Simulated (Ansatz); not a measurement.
HfB2:

```
CELL_PARAMETERS angstrom
3.14000 0.00000 0.00000
-1.57000 2.71932 0.00000
0.00000 0.00000 3.48000
ATOMIC_POSITIONS crystal
Hf 0.00000 0.00000 0.00000
B 0.66667 0.33333 0.50000
B 0.33333 0.66667 0.50000
```

```yaml
Program: Ansatz 0.2.0
Task: single point
Functional: PBEsol
Potentials_or_basis: Ansatz PAW
Cutoff: "420 eV (not typed: the program's choice for these potentials)"
k_mesh: 10 × 10 × 8
Occupations: fermi-dirac, width 0.05 eV
Spin: no spin polarisation
```

On this cell: pressure -4.3 GPa; largest force under 0.003 eV/Å; band gap on the k mesh none (metal or under the smearing width).

The same run follows on a disturbed copy (atoms moved at random, drawn with an rms of 0.05 Å):

```
CELL_PARAMETERS angstrom
3.14000 0.00000 0.00000
-1.57000 2.71932 0.00000
0.00000 0.00000 3.48000
ATOMIC_POSITIONS crystal
Hf 0.00407 0.99622 0.99703
B 0.67352 0.34355 0.49131
B 0.31739 0.67513 0.48455
```

**Question.** What changes?

**Answer.** The energy (extrapolated to zero smearing) moves by +21.8 meV/atom; pressure -3.5 GPa; largest force 1.317 eV/Å; band gap on the k mesh none (metal or under the smearing width).

Forces in eV/Å, atoms in the order of the input:
```
Hf  -0.671  0.517 -0.476
B   -0.586 -0.395  0.101
B    1.257 -0.122  0.375
```

Stress tensor (GPa, compression positive):
```
-2.86 -0.27  0.48
-0.27 -3.35 -0.32
 0.48 -0.32 -4.35
```

Caveats: the PAW data sets come from PBE, with cores solved anew for the run's functional, which leaves a small shift of forces and pressure.
